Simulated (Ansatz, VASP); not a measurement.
## SiGe2 in two plane-wave programs

One calculation is typed for both programs; each brings its own data sets. How far apart do they land? The cell is generated by rule, not measured, and may not be a known phase. The cell is taken from a series of runs on this material, whose earlier steps may have relaxed, scaled, displaced or heated it; both programs get it as it stands.

Method: plane waves, with VASP 6.6.1 beside it; single point at r2SCAN, in Ansatz 0.2.0.

The structure was built from a prototype and need not be the compound's stable phase.

**1. The starting structure**

Symmetry: P4_222, No. 93, tetragonal system. The conventional cell has a = 7.478 Å, b = 7.478 Å, c = 5.288 Å, α = 90.00°, β = 90.00°, γ = 90.00°. Si has 4 Ge at 2.25 to 2.41 Å nearest. Ge has 2 Si at 2.41 Å nearest. Ge has 2 Si at 2.25 Å nearest. Farther neighbours are not listed.

**2. Ansatz: single point, r2SCAN**

Ansatz runs on its default PAW (the set named soft_2) files.

A single point gives forces, pressure and levels at one fixed geometry, so differences don't come from the geometry; what else differs is listed under the comparison.

input.yaml reads:

```yaml
crystal:
  lattice:
    - [-5.2880224348, 0.0, 0.0]
    - [0.0, -5.2880224348, -5.2880224348]
    - [0.0, -5.2880224348, 5.2880224348]
  atoms:
    - { symbol: Si, position: [1.0, 0.986506438, -0.013493562] }
    - { symbol: Si, position: [1.0, 0.513493562, 0.513493562] }
    - { symbol: Si, position: [0.5, -0.013493562, 0.513493562] }
    - { symbol: Si, position: [0.5, 0.513493562, -0.013493562] }
    - { symbol: Ge, position: [0.75, 0.25, 0.4572100586] }
    - { symbol: Ge, position: [0.75, 0.75, 0.0427899414] }
    - { symbol: Ge, position: [0.25, 0.0427899414, 0.25] }
    - { symbol: Ge, position: [0.25, 0.4572100586, 0.75] }
    - { symbol: Ge, position: [0.25, 0.0427899414, 0.75] }
    - { symbol: Ge, position: [0.25, 0.4572100586, 0.25] }
    - { symbol: Ge, position: [0.75, 0.75, 0.4572100586] }
    - { symbol: Ge, position: [0.75, 0.25, 0.0427899414] }
kpoints:
  mp_grid: { grid: [8, 6, 6] }
hamiltonian:
  xc: r2scan
scf:
  occupations: { method: methfessel_paxton, width: 0.2 }
output:
  forces: true
  stress: true
  eigenvalues: true
  write_density: true
  write_potential: true
  elf: true
  volumetric_format: npy
```

The run is started by

```bash
ansatz run input.yaml --threads 8 --pin off --max-ram 14336MiB --backend cpu --events-out ev --progress --plain --runs-dir out
```

Numbers of over 12 decimals in the logs are rounded to 6 here.

Log:

```text
Engine: ansatz 0.2.0, aarch64-unknown-linux-gnu
Pseudopotentials: kind: paw
Pseudopotential: Si, paw, valence charge 4, recommended cutoff 500 eV (meta_gga), Si.paw.azcp
Pseudopotential: Ge, paw, valence charge 14, recommended cutoff 500 eV (meta_gga), Ge.paw.azcp
Functional definition: r2SCAN
  parameter k0 = 0.174
  parameter k1 = 0.065
  parameter a1 = 4.9479
  exchange = r2scan_x(k0 = k0, k1 = k1, a1 = a1)
  correlation = r2scan_c
Crystal: 12 atoms, lattice volume = 295.740 Å³
Basis set: ecut = 500 eV, 7467 PW (Γ), exchange–correlation on 160×240×240 points (64 copies of the dense FFT grid, shifted against one another)
Bands: 77, of which v1, the nominal top of the filled ones, is band 64 counted from 1 (63 counted from 0)
Symmetry: 8 space group operations
Space group: P4222 (ITA 93), of the structure as read, at distance tolerance 6.7e-5 Å
k-points: 50 of 288 (time reversal used)
Non-local potential: Si, projectors of the file, l = 0: 2, l = 1: 2, l = 2: 2
Non-local potential: Ge, projectors of the file, l = 0: 2, l = 1: 2, l = 2: 3, l = 3: 1
PAW form: soft (Blöchl's): semilocal exchange-correlation on the pseudo side does not see the compensation charge
PAW frozen core: Si, regenerated for the run's functional (the file was generated under x = pbe(κ = 0.804, μ = 0.219515), c = pbe(β = 0.066725))
PAW frozen core: Ge, regenerated for the run's functional (the file was generated under x = pbe(κ = 0.804, μ = 0.219515), c = pbe(β = 0.066725))
PAW one-centre angular grid: Si, 302 points (default); XC on 160 Gauss nodes
PAW one-centre angular grid: Ge, 590 points (default); XC on 160 Gauss nodes
Initial density: superposition of atomic densities (neutral atoms: chi_scale 0, normalization atom), corrected by the library's trained network
Initial wavefunctions: pseudopotential atomic-orbital guess
Functional: x = r2scan, c = r2scan; τ floored in thin density (d = 2e-4 eV/Å³)
SCF iter   1: F=—  HF=-36969.158850 eV  |F-HF|=—  |Δ(HF+E_count)|=         —  Δρ=7.93e-3  dr2=2.34e-1  dr2_τ=2.92e-2  ethr=1.77e-3  ⟨swp⟩=6.8  Hψ=14727  notcnv=0
preconditioner: auto → Kerker (q_TF=auto, 2.373 Å⁻¹)  [metal: Δε(μ)=0.011 eV  Ē_g=7.545 eV  σ=0.200 eV  W_gap=0.05  n_scr=62 (ndim 8)  ℏωp=15.0 eV  f_vac=0.001  D(μ)=5.01/eV (n_scr^D=30)]
SCF iter   2: F=—  HF=-36969.192398 eV  |F-HF|=—  |Δ(HF+E_count)|=   3.35e-2  S|Δr|=    0.00e0  Δρ=4.04e-3  dr2=7.50e-2  dr2_τ=2.21e-4  ethr=1.82e-4  ⟨swp⟩=2.0  Hψ=7655  notcnv=0
SCF iter   3: F=—  HF=-36969.181222 eV  |F-HF|=—  |Δ(HF+E_count)|=   1.12e-2  S|Δr|=    0.00e0  Δρ=1.98e-3  dr2=1.72e-2  dr2_τ=1.20e-4  ethr=5.86e-5  ⟨swp⟩=2.2  Hψ=4562  notcnv=0
SCF iter   4: F=—  HF=-36969.177834 eV  |F-HF|=—  |Δ(HF+E_count)|=   3.39e-3  S|Δr|=    0.00e0  Δρ=3.55e-4  dr2=7.52e-4  dr2_τ=2.78e-6  ethr=1.34e-5  ⟨swp⟩=2.0  Hψ=4813  notcnv=0
SCF iter   5: F=—  HF=-36969.178010 eV  |F-HF|=—  |Δ(HF+E_count)|=   1.76e-4  S|Δr|=    0.00e0  Δρ=1.28e-4  dr2=1.48e-4  dr2_τ=5.33e-7  ethr=5.87e-7  ⟨swp⟩=2.0  Hψ=4912  notcnv=0
SCF iter   6: F=—  HF=-36969.178046 eV  |F-HF|=—  |Δ(HF+E_count)|=   3.62e-5  S|Δr|=    0.00e0  Δρ=6.47e-5  dr2=3.81e-5  dr2_τ=1.40e-7  ethr=1.16e-7  ⟨swp⟩=2.0  Hψ=6920  notcnv=0
SCF iter   7: F=—  HF=-36969.177995 eV  |F-HF|=—  |Δ(HF+E_count)|=   5.14e-5  S|Δr|=    0.00e0  Δρ=3.26e-5  dr2=7.43e-6  dr2_τ=4.59e-8  ethr=2.98e-8  ⟨swp⟩=2.0  Hψ=6992  notcnv=0  defer=32
SCF iter   8: F=—  HF=-36969.177994 eV  |F-HF|=—  |Δ(HF+E_count)|=   7.99e-7  S|Δr|=    0.00e0  Δρ=1.57e-5  dr2=1.70e-6  dr2_τ=5.27e-9  ethr=5.81e-9  ⟨swp⟩=2.0  Hψ=6827  notcnv=0  defer=35
SCF iter   9: F=-36969.177995 eV  HF=-36969.177994 eV  |F-HF|=1.71e-8  |Δ(HF+E_count)|=   5.16e-7  S|Δr|=    0.00e0  Δρ=3.62e-6  dr2=6.91e-8  dr2_τ=3.50e-10  ethr=7.81e-11  ⟨swp⟩=13.7  Hψ=27698  notcnv=0
SCF 1 converged in 9 iterations: F = -36969.177995 eV  dr2 = 6.91e-8
  greatest PAW one-centre occupation: 0.998 electrons in one spin orbital (limit 2), on the Ge atom at site 6 (counted from 0), in its partial waves of l = 2
SCF converged after 9 iterations
Stability not checked: this state was not tested for a lower state beside it, because cold or Methfessel-Paxton smearing, or corrected tetrahedra, fill the levels in a way that the test cannot read (fill_not_monotonic; see scf.lower_state_search)
Free energy (F): -36969.177995 eV
Harris-Foulkes:  -36969.177994 eV  (|F-HF|=1.71e-8)
Internal energy: -36969.174727 eV  (E = F + TS)
E sigma→0 (E₀):  -36969.177178 eV
Entropy (-TS):   -0.003267 eV (-0.272 meV/atom)
Fermi energy:    6.362455 eV
--- Per-component energies (eV) ---
  E_band       = -1483.299118
  E_kinetic    = 1034.549413
  E_local      = -21266.677595  (includes V_loc(G=0)·N_el)
  E_nonlocal   = 3443.320295
  E_hartree    = 9290.360391
  E_xc         = -749.455564
  E_vxc        = -730.632176  (∫ρ·V_xc dr)
  E_paw        = -18333.609343  (= ΣΔE_a)
  E_vpaw       = -2583.868073  (= ΣTr[D̂ρ^β])
  E_aug_tail   = 0.000154  (compensation charges beyond the density's cutoff)
  E_vtau       = 39.296053  (kinetic-family band-sum trace: ∫τ·v_τ [+ j·A + Jᵃ·Aᵃ] dr)
  E_ewald      = -10378.670622
  E_core_change = -8.991858  (= ΣΔE_core)
  E_smearing   = -0.003267  (= −TS)
  E_closure    = 0.000000  (closes the sum)
  Σ components = -36969.177995   (vs F -36969.177995, Δ=0.00e0)
--- Forces (eV/Å), atoms counted from 1 ---
  atom   1  Si     0.00000000    -0.35924104    -0.00000000
  atom   2  Si     0.00000000     0.35924104    -0.00000000
  atom   3  Si     0.00000000     0.00000000    -0.35924104
  atom   4  Si     0.00000000     0.00000000     0.35924104
  atom   5  Ge     0.00000000     0.87263287    -0.87263287
  atom   6  Ge     0.00000000    -1.19392752     1.19392752
  atom   7  Ge     0.00000000    -0.87263287    -0.87263287
  atom   8  Ge     0.00000000     1.19392752     1.19392752
  atom   9  Ge     0.00000000    -1.19392752    -1.19392752
  atom  10  Ge    -0.00000000     0.87263287     0.87263287
  atom  11  Ge    -0.00000000     1.19392752    -1.19392752
  atom  12  Ge    -0.00000000    -0.87263287     0.87263287
  max |Σ_I F_I| component: 1.11e-16 eV/Å
--- Stress (GPa, compression-positive) ---
       -0.014924      -0.000000       0.000000
        0.000000      -1.991581       0.000000
        0.000000       0.000000      -1.991581
  P = ⅓ Tr σ = -1.3327 GPa (-13.327 kbar)
--- Band table (eV; the first three rows and the last of 50) ---
  k-point 0: bands = [... 60 lower, 4.5872, 4.5872, 5.9011, 6.5805, 7.5332, 7.5347, 7.5347, 7.7480, ... 9 higher]
  k-point 1: bands = [... 60 lower, 4.6973, 4.8511, 6.1213, 6.2044, 6.9282, 6.9776, 7.4820, 7.5605, ... 9 higher]
  k-point 2: bands = [... 60 lower, 5.0264, 5.1738, 5.6523, 5.9323, 6.3159, 6.9151, 7.3428, 7.3517, ... 9 higher]
  k-point 49: bands = [... 60 lower, 4.4083, 4.6253, 4.6253, 5.2668, 6.7935, 7.8377, 7.8377, 8.6109, ... 9 higher]
```

The run ends at a pressure of -1.33 GPa, with forces up to 1.7 eV/Å.

**3. VASP: single point, r2SCAN**

The same cell, functional, mesh and smearing now go to VASP, with its own data sets.

Lines of VASP's logs that name or quote its potential files are left out, and so is its time.

INCAR reads:

```
SYSTEM = SiGe2
PREC = Accurate
ENCUT = 550
EDIFF = 1E-06
NELM = 120
ISMEAR = 1
SIGMA = 0.2
LREAL = .FALSE.
ALGO = Normal
METAGGA = R2SCAN
LASPH = .TRUE.
NBANDS = 79
LORBIT = 11
LWAVE = .FALSE.
LCHARG = .FALSE.
ISIF = 2
GGA_COMPAT = .FALSE.
LMIXTAU = .TRUE.
KPAR = 2
```

POSCAR reads:

```
SiGe2
1.0
   -5.2880224348      0.0000000000      0.0000000000
    0.0000000000     -5.2880224348     -5.2880224348
    0.0000000000     -5.2880224348      5.2880224348
Si Ge
4 8
Direct
    0.0000000000      0.9865064380      0.9865064380
    0.0000000000      0.5134935620      0.5134935620
    0.5000000000      0.9865064380      0.5134935620
    0.5000000000      0.5134935620      0.9865064380
    0.7500000000      0.2500000000      0.4572100586
    0.7500000000      0.7500000000      0.0427899414
    0.2500000000      0.0427899414      0.2500000000
    0.2500000000      0.4572100586      0.7500000000
    0.2500000000      0.0427899414      0.7500000000
    0.2500000000      0.4572100586      0.2500000000
    0.7500000000      0.7500000000      0.4572100586
    0.7500000000      0.2500000000      0.0427899414
```

KPOINTS reads:

```
Automatic mesh
0
Gamma
8 6 6
0 0 0
```

The projector-augmented-wave data sets are Si and Ge_d (PBE family, release 64).

The run is started by

```bash
mpirun -np 2 vasp_std
```

Log:

```text
[banner, memory and clock lines left out]
running    2 mpi-ranks, on    1 nodes
 distrk:  each k-point on    1 cores,    2 groups
 distr:  one band on    1 cores,    1 groups

 POSCAR found type information on POSCAR SiGe
 POSCAR found :  2 types and      12 ions
|                                                                             |
|               ----> ADVICE to this user running VASP <----                  |
|                                                                             |
|     You enforced a specific xc type in the INCAR file but a different       |
|     [... a line on the potential file left out ...]
|     I HOPE YOU KNOW WHAT YOU ARE DOING!                                     |
|                                                                             |

 LDA part: xc-table for (None), standard interpolation
 POSCAR, INCAR and KPOINTS ok, starting setup
 FFT: planning ... GRIDC
 FFT: planning ... GRID_SOFT
 FFT: planning ... GRID
 WAVECAR not read
 entering main loop
       N       E                     dE             d eps       ncg     rms          rms(c)
DAV:   1     0.164799450371E+04    0.16480E+04   -0.59427E+04 10081   0.395E+03
DAV:   2     0.208056638609E+03   -0.14399E+04   -0.13782E+04  7900   0.119E+03
DAV:   3    -0.113672922175E+03   -0.32173E+03   -0.30683E+03  8256   0.267E+02
DAV:   4    -0.148164681528E+03   -0.34492E+02   -0.33060E+02  9322   0.947E+01
DAV:   5    -0.149647623458E+03   -0.14829E+01   -0.14657E+01  8952   0.209E+01    0.103E+01
DAV:   6    -0.142979823391E+03    0.66678E+01   -0.20935E+00  8759   0.119E+01    0.615E+00
DAV:   7    -0.129600903466E+03    0.13379E+02   -0.28092E+00  8714   0.760E+00    0.173E+00
DAV:   8    -0.133905705410E+03   -0.43048E+01   -0.16265E+00  8511   0.535E+00    0.798E-01
DAV:   9    -0.135106134595E+03   -0.12004E+01   -0.26352E-01  9751   0.210E+00    0.678E-01
DAV:  10    -0.135797187409E+03   -0.69105E+00   -0.36168E-01  9634   0.292E+00    0.349E-01
DAV:  11    -0.135577492933E+03    0.21969E+00   -0.22407E-01  8937   0.184E+00    0.269E-01
DAV:  12    -0.135702033936E+03   -0.12454E+00   -0.15138E-01  8257   0.141E+00    0.178E-01
DAV:  13    -0.135718034311E+03   -0.16000E-01   -0.13775E-02 10365   0.511E-01    0.101E-01
DAV:  14    -0.135725451602E+03   -0.74173E-02   -0.78939E-03  8945   0.412E-01    0.560E-02
[...]
DAV:  24    -0.135726596985E+03    0.15731E-03   -0.17413E-04  9494   0.846E-02    0.262E-01
DAV:  25    -0.135726444972E+03    0.15201E-03   -0.10774E-04  9800   0.606E-02    0.215E-01
DAV:  26    -0.135726266463E+03    0.17851E-03   -0.23319E-04  9994   0.114E-01    0.126E-01
DAV:  27    -0.135726240407E+03    0.26056E-04   -0.13156E-04  9704   0.631E-02    0.758E-02
DAV:  28    -0.135726242497E+03   -0.20899E-05   -0.31139E-05  9551   0.438E-02    0.390E-02
DAV:  29    -0.135726267734E+03   -0.25237E-04   -0.49007E-05  9011   0.353E-02    0.124E-02
DAV:  30    -0.135726272596E+03   -0.48618E-05   -0.13439E-05  9059   0.175E-02    0.283E-03
DAV:  31    -0.135726272293E+03    0.30324E-06   -0.29267E-06  6466   0.101E-02
   1 F= -.13572627E+03 E0= -.13572520E+03  d E =-.320313E-02
```

From OUTCAR (step 3):

```text
ion  position               nearest neighbor table
   1  0.000  0.987  0.987-   6 2.25   9 2.25   7 2.41  12 2.41
   2  0.000  0.513  0.513-   8 2.25  11 2.25  10 2.41   5 2.41
   3  0.500  0.987  0.513-   9 2.25  11 2.25   5 2.41   7 2.41
   4  0.500  0.513  0.987-   6 2.25   8 2.25  10 2.41  12 2.41
   5  0.750  0.250  0.457-   2 2.41   3 2.41
   6  0.750  0.750  0.043-   1 2.25   4 2.25
   7  0.250  0.043  0.250-   1 2.41   3 2.41
   8  0.250  0.457  0.750-   2 2.25   4 2.25
   9  0.250  0.043  0.750-   1 2.25   3 2.25
  10  0.250  0.457  0.250-   2 2.41   4 2.41
  11  0.750  0.750  0.457-   2 2.25   3 2.25
  12  0.750  0.250  0.043-   1 2.41   4 2.41

  LATTYP: Found a simple tetragonal cell.
 ALAT       =     7.4783930454
 C/A-ratio  =     0.7071067812

 Subroutine GETGRP returns: Found  8 space group operations
 (whereof  2 operations were pure point group operations)

The static configuration has the point symmetry C_2 .
 The point group associated with its full space group is D_4 .

 Found     50 irreducible k-points:

   k-points           NKPTS =     50   k-points in BZ     NKDIM =     50   number of bands    NBANDS=     79

   dimension x,y,z NGX =    40 NGY =   60 NGZ =   60
   dimension x,y,z NGXF=    80 NGYF=  120 NGZF=  120

   ENCUT  =  550.0 eV  40.42 Ry    6.36 a.u.  10.11 14.30 14.30*2*pi/ulx,y,z

   NELECT =     128.0000    total number of electrons

 k-points in reciprocal lattice and weights: Automatic mesh
   0.00000000  0.00000000  0.00000000       0.003
   0.12500000  0.00000000  0.00000000       0.007
   0.25000000  0.00000000  0.00000000       0.007
   0.37500000  0.00000000  0.00000000       0.007
   0.50000000  0.00000000  0.00000000       0.003
   0.00000000  0.16666667  0.00000000       0.014
   0.12500000  0.16666667  0.00000000       0.028
   0.25000000  0.16666667  0.00000000       0.028
   0.37500000  0.16666667  0.00000000       0.028
[...]
0.37500000  0.50000000  0.50000000       0.007
   0.50000000  0.50000000  0.50000000       0.003

 average (electrostatic) potential at core
       1 -89.0047       2 -89.0047       3 -89.0047       4 -89.0047       5 -80.3660
       6 -80.3271       7 -80.3660       8 -80.3271       9 -80.3271      10 -80.3660
      11 -80.3271      12 -80.3660

 E-fermi :   4.0486

 k-point     1 :       0.0000    0.0000    0.0000
  band No.  band energies     occupation
    ...
     59       1.2938      2.00000
     60       1.7226      2.00000
     61       2.2741      2.00000
     62       2.2741      2.00000
     63       3.5842      2.00495
     64       4.2678     -0.06488
     65       5.2191     -0.00000
     66       5.2191     -0.00000
     67       5.2196     -0.00000
     68       5.4348     -0.00000
    ...

 k-point     2 :       0.1250    0.0000    0.0000
  band No.  band energies     occupation
    ...
     60       1.7885      2.00000
     61       2.1326      2.00000
     62       3.1980      2.00000
     63       3.9725      1.59495
     64       3.9791      1.55059
     65       4.7535     -0.00001
     66       4.7581     -0.00001
     67       5.3889     -0.00000
     68       5.4918     -0.00000
     69       5.6506     -0.00000
    ...

 k-point     3 :       0.2500    0.0000    0.0000
  band No.  band energies     occupation
    ...
     58       1.9739      2.00000
     59       2.0932      2.00000
     60       2.2703      2.00000
     61       2.7543      2.00000
     62       3.3571      2.00001
     63       4.1901      0.07488
     64       4.4516     -0.01522
     65       4.5262     -0.00376
     66       4.6939     -0.00005
     67       5.3279     -0.00000
    ...

  Total       -0.1003826     -3.7258741     -3.7258741     -0.0000000      0.0000000      0.0000000
  in kB       -0.5438252    -20.1850064    -20.1850064     -0.0000000      0.0000000      0.0000000
  external PRESSURE =     -13.6379460 kB  Pullay stress =       0.0000000 kB

  energy-cutoff  :      550.00
  volume of cell :      295.74
      direct lattice vectors                 reciprocal lattice vectors
    -5.288022435  0.000000000  0.000000000    -0.189106611  0.000000000  0.000000000
     0.000000000 -5.288022435 -5.288022435     0.000000000 -0.094553305 -0.094553305
     0.000000000 -5.288022435  5.288022435     0.000000000 -0.094553305  0.094553305

 POSITION                                       TOTAL-FORCE (eV/Angst)
 -----------------------------------------------------------------------------------
      0.00000    -10.43334      0.00000        -0.000000     -0.355264     -0.000000
      0.00000     -5.43073      0.00000         0.000000      0.355264     -0.000000
     -2.64401     -7.93203     -2.50130         0.000000     -0.000000     -0.355264
     -2.64401     -7.93203      2.50130         0.000000     -0.000000      0.355264
     -3.96602     -3.73974      1.09573        -0.000000      0.875076     -0.875076
     -3.96602     -4.19229     -3.73974        -0.000000     -1.195034      1.195034
     -1.32201     -1.54828      1.09573        -0.000000     -0.875076     -0.875076
     -1.32201     -6.38375      1.54828        -0.000000      1.195034      1.195034
     -1.32201     -4.19229      3.73974        -0.000000     -1.195034     -1.195034
     -1.32201     -3.73974     -1.09573        -0.000000      0.875076      0.875076
     -3.96602     -6.38375     -1.54828        -0.000000      1.195034     -1.195034
     -3.96602     -1.54828     -1.09573        -0.000000     -0.875076      0.875076
 -----------------------------------------------------------------------------------
    total drift:                                0.000001     -0.000000     -0.000000

  FREE ENERGIE OF THE ION-ELECTRON SYSTEM (eV)
  ---------------------------------------------------
  free  energy   TOTEN  =      -135.7262722929 eV

  energy  without entropy=     -135.7230691588  energy(sigma->0) =     -135.72520458

 total charge
# of ion       s       p       d       tot
------------------------------------------
    1        0.773   0.887   0.000   1.660
    2        0.773   0.887   0.000   1.660
    3        0.773   0.887   0.000   1.660
    4        0.773   0.887   0.000   1.660
    5        1.190   1.031   9.997  12.218
    6        1.158   1.198  10.001  12.357
    7        1.190   1.031   9.997  12.218
    8        1.158   1.198  10.001  12.357
    9        1.158   1.198  10.001  12.357
   10        1.190   1.031   9.997  12.218
   11        1.158   1.198  10.001  12.357
   12        1.190   1.031   9.997  12.218
--------------------------------------------------
tot         12.481  12.466  79.991 104.938

[... 3 further parts left out ...]
```

The run ends at a pressure of -1.36 GPa, with forces up to 1.7 eV/Å.

**4. Comparison**

Known differences besides the potentials themselves: VASP keeps PBE cores, Ansatz makes them for the functional; the cutoff is 500 eV in Ansatz and 550 eV in VASP. Total energies have different zeros and are not compared.

Both answers:

| quantity | Ansatz | VASP | difference |
| --- | --- | --- | --- |
| pressure (GPa) | -1.33 | -1.36 | +0.03 |

Forces on 10 of the 12 atoms, those with the largest forces and the largest differences (eV/Å; atoms numbered as in POSCAR):

```
atom         Ansatz x, y, z           VASP x, y, z
 Si2    0.000, 0.359, 0.000    0.000, 0.355, 0.000
 Si3   0.000, 0.000, -0.359   0.000, 0.000, -0.355
 Si4    0.000, 0.000, 0.359    0.000, 0.000, 0.355
 Ge6   0.000, -1.194, 1.194   0.000, -1.195, 1.195
 Ge7  0.000, -0.873, -0.873  0.000, -0.875, -0.875
 Ge8    0.000, 1.194, 1.194    0.000, 1.195, 1.195
 Ge9  0.000, -1.194, -1.194  0.000, -1.195, -1.195
Ge10    0.000, 0.873, 0.873    0.000, 0.875, 0.875
Ge11   0.000, 1.194, -1.194   0.000, 1.195, -1.195
Ge12   0.000, -0.873, 0.873   0.000, -0.875, 0.875
```

The forces differ by 1.8 meV/Å r.m.s., which is 0.3 % of the r.m.s. force of 0.708 eV/Å (both taken over all components).

**5. Outcome**

```yaml
r_m_s_force_difference_single_point_r2scan: 0.26 % of the r.m.s. force
```

In words: The r.m.s. force difference is 0.26 % of the r.m.s. force (single point, r2SCAN), within the 3 % picked in this series as the mark of a large difference. How closely two codes agree says nothing of how well the functional describes the real material.

[Lines on the potential files, build, host, timing and source positions are cut from VASP's logs without a mark.]

[Logs are printed without paths, hosts, clocks, repeated set-up lines and the standing remarks that a program may print on its own settings, such as how far it seeks lower states.]

[Hosts, paths, dates, database ids (printed as entryN), source tags and the programs' standing remarks are cut or masked in the printed files.]
